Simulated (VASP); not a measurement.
# Ni₃Si: intraband terms of a metal's spectrum

Ni₃Si, Pm-3m (no. 221), 4 atoms in the cell. PBE, independent-particle dielectric function; PAW potentials Ni, Si (PBE set).

## Input

INCAR.step1:
```
PREC     = Accurate       # precision mode
ENCUT    = 320            # plane-wave cutoff, eV
ISMEAR   = 1              # smearing method
SIGMA    = 0.1            # smearing width, eV
EDIFF    = 1E-7           # SCF threshold, eV
LASPH    = T              # aspherical terms in the spheres
KPAR     = 4            
LWAVE    = F              # write WAVECAR
LCHARG   = T              # write CHGCAR
ISPIN    = 2              # spin polarisation
MAGMOM   = 1 1 1 0        # initial moments
LMAXMIX  = 4              # l up to which the mixer works
```

INCAR.step2:
```
PREC     = Accurate       # precision mode
ENCUT    = 320            # plane-wave cutoff, eV
ISMEAR   = 0              # smearing method
SIGMA    = 0.3            # smearing width, eV
EDIFF    = 1E-6           # SCF threshold, eV
LASPH    = T              # aspherical terms in the spheres
KPAR     = 4            
LWAVE    = T              # write WAVECAR
LCHARG   = F              # write CHGCAR
ISPIN    = 2              # spin polarisation
MAGMOM   = 1 1 1 0        # initial moments
LMAXMIX  = 4              # l up to which the mixer works
ICHARG   = 11             # starting density
NBANDS   = 43             # bands
NEDOS    = 3000           # points of the DOS
OMEGAMAX = 30           
CSHIFT   = 0.1           
```

INCAR.step3, as INCAR.step2 but for:
```
- LWAVE = T
+ LWAVE = F
+ LOPTICS = T
+ ALGO = None
+ NELM = 1
+ ISTART = 1
```

INCAR.step4, as INCAR.step3 but for:
```
+ WPLASMAI = 0.03
```

INCAR.step5 to INCAR.step6 change the same tag again: WPLASMAI = 0.1, 0.3.

INCAR.step7, as INCAR.step6 but for:
```
- WPLASMAI = 0.3
+ RTIME = 5
```

INCAR.step8, as INCAR.step7 but for:
```
- RTIME = 5
+ RTIME = 20
```

INCAR.step9, as INCAR.step8 but for:
```
- RTIME = 20
+ LNABLA = T
```

INCAR.step10, as INCAR.step9 but for:
```
- ISMEAR = 0
- LNABLA = T
+ ISMEAR = -5
```

KPOINTS.step1:
```
k-points
0
Gamma
  8 8 8
```

KPOINTS.step2:
```
k-points
0
Gamma
  9 9 9
```

POSCAR:
```
SiNi3
1.0
    3.5420000000      0.0000000000      0.0000000000
    0.0000000000      3.5420000000      0.0000000000
    0.0000000000      0.0000000000      3.5420000000
Ni Si
3 1
Direct
    0.5000000000      0.5000000000      0.0000000000
    0.5000000000      0.0000000000      0.5000000000
    0.0000000000      0.5000000000      0.5000000000
    0.0000000000      0.0000000000      0.0000000000
```

Commands (each step's output is kept before the next begins):
```
cat potpaw_PBE.64/Ni/POTCAR potpaw_PBE.64/Si/POTCAR > POTCAR
cp INCAR.step1 INCAR
cp KPOINTS.step1 KPOINTS
mpirun -np 4 vasp_std > vasp.out
cp INCAR.step2 INCAR
cp KPOINTS.step2 KPOINTS
mpirun -np 4 vasp_std > vasp.out
cp INCAR.step3 INCAR
mpirun -np 4 vasp_std > vasp.out
cp INCAR.step4 INCAR
mpirun -np 4 vasp_std > vasp.out
cp INCAR.step5 INCAR
mpirun -np 4 vasp_std > vasp.out
cp INCAR.step6 INCAR
mpirun -np 4 vasp_std > vasp.out
cp INCAR.step7 INCAR
mpirun -np 4 vasp_std > vasp.out
cp INCAR.step8 INCAR
mpirun -np 4 vasp_std > vasp.out
cp INCAR.step9 INCAR
mpirun -np 4 vasp_std > vasp.out
cp INCAR.step10 INCAR
mpirun -np 4 vasp_std > vasp.out
```

## Result

- Bands: 43

One ground state, settings moved in the last step alone:

| Settings | Plasma frequency (eV) | Im ε at 0.5 eV | Im ε at 1 eV | Im ε at 2 eV | Im ε at 4 eV | Time (s) |
|---|---|---|---|---|---|---|
| interband part alone | 2.45 | 29.2 | 55.6 | 24.3 | 9.5 | 10 |
| Drude term, WPLASMAI 0.03 | 2.45 | 30.6 | 55.8 | 24.3 | 9.5 | 12 |
| Drude term, WPLASMAI 0.1 | 2.45 | 33.8 | 56.2 | 24.4 | 9.5 | 8 |
| Drude term, WPLASMAI 0.3 | 2.45 | 39.8 | 57.2 | 24.5 | 9.5 | 9 |
| relaxation time RTIME 5 fs | 2.45 | 35.1 | 56.4 | 24.4 | 9.5 | 9 |
| relaxation time RTIME 20 fs | 2.45 | 30.8 | 55.8 | 24.3 | 9.5 | 8 |
| transversal form (LNABLA) | 1.80 | 15.9 | 32.3 | 15.6 | 7.6 | 10 |
| tetrahedron method | – | – | – | – | – | no result |

VASP 6.6.1 took 100 s on 4 cores (Intel Xeon Platinum 8488C (Sapphire Rapids)), a shared host.
